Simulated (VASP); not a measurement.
A run of VASP 6.6.1 is set up as follows.

File INCAR:

```
PREC     = Accurate       # precision mode
ENCUT    = 250            # plane-wave cutoff, eV
EDIFF    = 1E-7           # SCF threshold, eV
ISMEAR   = 0              # smearing method
SIGMA    = 0.1            # smearing width, eV
LREAL    = F              # projectors in reciprocal space
LASPH    = T              # aspherical terms in the spheres
NELM     = 100            # most SCF steps
ALGO     = Normal         # electronic algorithm
ISIF     = 2              # what is computed and relaxed
LWAVE    = F              # write WAVECAR
LCHARG   = F              # write CHGCAR
GGA      = PE             # functional
NBANDS   = 13             # bands
```

File KPOINTS:

```
Automatic mesh
0
Gamma
  18 18 18
```

POSCAR

```
W                                       
1.0
   -1.5416997399      1.5416997399      1.5416997399
    1.5416997399     -1.5416997399      1.5416997399
    1.5416997399      1.5416997399     -1.5416997399
  W             
     1
Direct
     0.0000000000000000    0.0000000000000000    0.0000000000000000
```

Potentials or basis: VASP PAW PBE potentials, release 64 (W_sv).

Run with:

```bash
$ cat potpaw_PBE.64/W_sv/POTCAR > POTCAR
$ mpirun -np 1 vasp_std > vasp.out
```

Question: Predict the band gap on the k mesh.

Answer: None (metal or under the smearing width).

 The run has no spin-orbit coupling, so splittings on W are missing.
